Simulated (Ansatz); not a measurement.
# CdS (P6_3mc)

Computed with DFT PBE, scalar-relativistic, plane waves, PAW (Ansatz 0.2.0).

Plane waves to 420 eV, a k mesh through Γ of 6×6×4 on the computed 4-atom cell and Gaussian smearing (0.02 eV); no spin polarisation.

The structure is relaxed at this level of theory with its symmetry kept, and needn't be the ground state of this composition.

```cif
data_structure
_symmetry_space_group_name_H-M 'P6_3mc'
_symmetry_Int_Tables_number 186
_cell_length_a 4.1984
_cell_length_b 4.1984
_cell_length_c 6.8225
_cell_angle_alpha 90.000
_cell_angle_beta 90.000
_cell_angle_gamma 120.000
_cell_volume 104.15
loop_
_atom_site_label
_atom_site_type_symbol
_atom_site_symmetry_multiplicity
_atom_site_Wyckoff_symbol
_atom_site_fract_x
_atom_site_fract_y
_atom_site_fract_z
_atom_site_occupancy
Cd1 Cd 2 b 0.66667 0.33333 0.18833 1
S1 S 2 b 0.66667 0.33333 0.81152 1
```

| Property | Result |
| --- | --- |
| Space group | P6_3mc (No. 186) |
| Volume per atom | 175.7 bohr³ |
| Formation energy from the elements' standard states (uncorrected) | -0.659 eV/atom |
| Kohn–Sham band gap | 1.11 eV |
| Orbital (Löwdin) character of the top 1 eV of the valence band | S 3p 90 % |
| Orbital (Löwdin) character of the lowest 1 eV of the conduction band | Cd 5s 57 %, S 3p 22 %, S 3s 19 % |
| Bader charge by site (e) | Cd (2 in the cell) 0.86, S (2 in the cell) -0.86 |

The cell was reached from a generator's guess, though it ends in a space group that the Crystallography Open Database lists for this formula. Kohn–Sham gaps at this level usually fall short of measured ones. Löwdin shares on free-atom orbitals overweight diffuse shells in the empty bands.
